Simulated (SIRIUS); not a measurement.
The system is Si.

```
Si
1.0
     2.66225   -0.03624   -0.00683
    -1.36251    2.23176    0.04190
    -0.00643    0.04182    2.48776
Si
1
Direct
  0.00000 0.00000 0.00000
```

This isn't the form of Si at room conditions, which is diamond.

Base run:

* Program: SIRIUS 7.10.0
* Functional: SG4
* Potentials or basis: PseudoDojo 0.4.1 PBE standard (scalar relativistic)
* Cutoff: 490 eV
* Density cutoff: 1959 eV
* k mesh: 12 × 12 × 11
* Occupations: fermi-dirac, width 0.05 eV
* Spin: no spin polarisation

Its results: band gap on the k mesh none (metal or under the smearing width); pressure 0.1 GPa.

The run is repeated on the same cell with these changes: functional from SG4 to RGE2; libxc names from ["XC_GGA_X_SG4", "XC_GGA_C_SG4"] to ["XC_GGA_X_RGE2", "XC_GGA_C_RGE2"]. What comes out?

Band gap on the k mesh none (metal or under the smearing width); pressure 1.1 GPa.

Caveats: the potentials were made for another functional, which shifts forces and pressure; the potentials were made for a functional far from this one (some runs).
